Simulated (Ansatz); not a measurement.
# From barrier to diffusion: N in AlN

The calculation used DFT PBE, scalar-relativistic, plane waves, PAW (Ansatz 0.2.0). Run with 420 eV cutoff, 2×2×2 k-mesh, Gaussian smearing of 0.02 eV, collinear spin.

Host crystal, relaxed:

```
Al N
1.0
     3.13021    0.00000    0.00000
    -1.56510    2.71084    0.00000
     0.00000    0.00000    5.01804
Al N
2 2
Direct
  0.66667 0.33333 0.49923
  0.33333 0.66667 0.99923
  0.66667 0.33333 0.88077
  0.33333 0.66667 0.38077
```

In a supercell of 32 host sites, interstitial N hops to an equivalent place, moving 1.45 Å. Climbing-image nudged elastic band at fixed cell; the order of the saddle wasn't checked, and the small cell leaves errors of about a tenth of an eV.

With moments and this functional the run may sit in a state above the lowest one. Starting moments were lost in some runs.

```csv
image,path (Å),E − E(0) (eV)
0,0.00,0.000
1,0.34,0.128
2,0.67,0.713
3,1.01,1.209
4,1.34,0.717
5,1.68,0.129
6,2.02,0.000
```

Q: What are the barriers forward and back, and what attempt frequency does the shape suggest?

A: Forward 1.21 eV, back 1.21 eV, the ends being level. For a sinusoidal profile E_b sin²(πx/l), with the N atom alone moving, ν = (1/l)√(E_b/2m) = 1.4×10¹³ s⁻¹, within an order of magnitude of the customary 10¹³ s⁻¹; a true prefactor needs the vibrations at the minimum and at the saddle.

Q: With ν = 10¹³ s⁻¹, give the forward jump rate along this one path, the wait 1/k for that jump, the diffusivity D ≈ l²k and the distance √(Dt) covered in an hour at 300, 600 and 1000 K, taking the host as solid throughout.

A: k = ν exp(−E_b/k_BT):
| T (K) | k (1/s) | wait (s) | D (cm²/s) | √(Dt) in 1 h (nm) |
| --- | --- | --- | --- | --- |
| 300 | 4.8×10⁻⁸ | 2.1×10⁷ | 1.0×10⁻²³ | 1.9×10⁻³ |
| 600 | 696 | 1.4×10⁻³ | 1.5×10⁻¹³ | 229 |
| 1000 | 8.0×10⁶ | 1.2×10⁻⁷ | 1.7×10⁻⁹ | 2.5×10⁴ |

D = l²k holds for six equivalent jumps in three dimensions (z l²k/6) and is a scale otherwise. Long-range transport needs a connected net of such jumps, and traps slow it. D is that of an interstitial already there; self-diffusion in the crystal is slower by the defects' share of the sites. An error of 0.1 eV in the barrier changes k by a factor of 48 at 300 K and 3.2 at 1000 K.

Cost: 1 run of about 51 core-minutes, on Arm Neoverse V1 (shared hosts).